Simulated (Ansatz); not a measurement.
# ZnS: energy along a strain

ZnS, P6_3mc, a = 3.809 Å, c = 12.466 Å. The compound has several low-lying forms, and this is one of them. Ansatz: r2SCAN, PAW, 500 eV, Γ-centred 6×6×2 mesh on 8 atoms, Gaussian smearing 0.05 eV; no spin polarisation. Cell vectors (Å): 3.809 0.000 0.000; -1.904 3.298 0.000; 0.000 0.000 12.466. The cell is strained by x per cent times the pattern (1 0 0 0 0 0) in the order xx yy zz yz xz xy (engineering shears), with fractional coordinates held. y is the free energy over the start, V0 = 19.577 Å³/atom.

```
x (%) y (meV/atom)
-4.00             ?
-3.00          9.45
-2.00          4.08
-1.00          0.99
 0.00          0.00
 1.00          0.95
 2.00          3.68
 3.00          8.06
 3.50         10.82
 4.00         13.95
```

Fit y = c2 x² + c3 x³ to the other rows, get the stiffness along the pattern, and predict the missing energy.

Least squares on the rows shown. y = 0.97278 x² − 0.025406 x³. The clamped-ion stiffness p·C·p = 2 × 9.728 eV × 160.2 / 19.577 Å³ = 159 GPa, which is C11 in these axes. At x = -4.00 the fit asked for gives 17.19 meV/atom. The run gave 17.26 meV/atom, so the fit is 0.07 meV/atom too low, a small miss on the scale of the series.